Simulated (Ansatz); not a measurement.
Crystal: BAs.

```
CELL_PARAMETERS angstrom
0.00000 2.38850 2.38850
2.38850 0.00000 2.38850
2.38850 2.38850 0.00000
ATOMIC_POSITIONS crystal
As 0.25000 0.25000 0.25000
B 0.00000 0.00000 0.00000
```

Program: Ansatz 0.2.0. Alike in all runs: no spin polarisation; cell as given.

Problem. Order these runs on this cell by their band gap on the k mesh, lowest first.
A. level BLYP+D3(BJ); potentials or basis Ansatz NC; k mesh 10 × 10 × 10; cutoff (eV) 1143; smearing fixed; mesh quality not flagged
B. level PBE-EpsX; potentials or basis JTH PAW; k mesh 6 × 6 × 6; cutoff (eV) 1350; smearing fixed; mesh quality not flagged
C. level LC-wPBE; potentials or basis PseudoDojo standard (PBE files); k mesh 5 × 5 × 5; cutoff (eV) 1143; smearing fermi-dirac 0.1 eV; mesh quality coarse

Solution. A (1.42 eV), B (1.81 eV), C (6.42 eV).

Caveats: some runs use coarse meshes; odd divisions of the mesh miss points on the zone boundary, where band edges often lie, so the gap on the mesh can be too wide (some runs).

A k mesh can miss the band edges.

Not every run made on this cell is shown here.
